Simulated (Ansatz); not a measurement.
Crystal: WS2 (Tungstenite).

```
W S
1.0
     3.18000    0.00000    0.00000
    -1.59000    2.75396    0.00000
     0.00000    0.00000   12.50000
W S
2 4
Direct
  0.66667 0.33333 0.75000
  0.33333 0.66667 0.25000
  0.66667 0.33333 0.37500
  0.33333 0.66667 0.87500
  0.66667 0.33333 0.12500
  0.33333 0.66667 0.62500
```

Base run:

```yaml
Program: Ansatz 0.2.0
Functional: BLYP
Potentials_or_basis: Ansatz PAW
Cutoff: "420 eV (not typed: the program's choice for these potentials)"
k_mesh: 10 × 10 × 3
Occupations: fermi-dirac, width 0.05 eV
Spin: no spin polarisation
```

Its results: band gap on the k mesh 1.13 eV, indirect (least direct gap 2.08 eV); pressure 9.5 GPa; largest force 0.527 eV/Å.

Problem. After a change of settings the same cell gave: band gap on the k mesh 1.12 eV, indirect (least direct gap 2.09 eV); pressure 2.3 GPa; largest force 0.129 eV/Å. Which change was it?
A. functional from BLYP to PBE
B. functional from BLYP to LDA
C. functional from BLYP to revPBE
D. functional from BLYP to LDA; occupations from fermi-dirac, width 0.05 eV to gaussian, width 0.02 eV

Solution. A.

PBE binds more tightly than BLYP, so the same cell stands under less pressure.

Caveats: the k mesh misses the band edges, so the gap on the mesh is wider than the one along the path; spin-orbit coupling is left out, which moves the levels of the heavy elements; this functional lacks dispersion, which binds the layers, so the pressure and a relaxed spacing across them are unreliable; the PAW data sets come from PBE, with cores solved anew for the run's functional, which leaves a small shift of forces and pressure (some runs).
